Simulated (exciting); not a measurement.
Au, 2 atoms in the cell. Symmetry: Cmcm, No. 63, orthorhombic system. Conventional cell: a = 2.823 Å, b = 5.112 Å, c = 4.893 Å, α = 90.00°, β = 90.00°, γ = 90.00°. Around Au (site symmetry m2m) lie 12 Au at 2.82 to 2.97 Å. This isn't the form of Au at room conditions, which is fcc.

```yaml
Program: exciting (release sodium)
Task: single point
Functional: PBEsol
Potentials_or_basis: all-electron LAPW+lo, shipped species files, valence relativity iora*
rgkmax: 9
k_mesh: 11 × 11 × 6
Occupations: fermi-dirac, width 0.05 eV
Spin: no spin polarisation
gmaxvr_cutoff_of_density_and_potential: 14 1/bohr
lmaxapw_and_lmaxmat: 10
lmaxvr: 8
nempty: 18
Valence_relativity: iora*
epsengy: 1e-05 Ha
epspot: 1e-05 Ha
maxscl: 60
Muffin-tin_radii: Au 2.3 bohr
```

Potentials or basis: all-electron LAPW+lo, shipped species files, valence relativity iora*.

Command:

```bash
$ OMP_NUM_THREADS=1 exciting_smp
```

Hardware: 1 thread of Arm Neoverse V2, with other jobs on the host.

**Question.** Estimate the wall time of this run.

**Answer.** It took 7.1 min on 1 thread of Arm Neoverse V2, on a shared host, peak memory 0.15 GiB. Counts: scf iterations 22, plane waves 251.
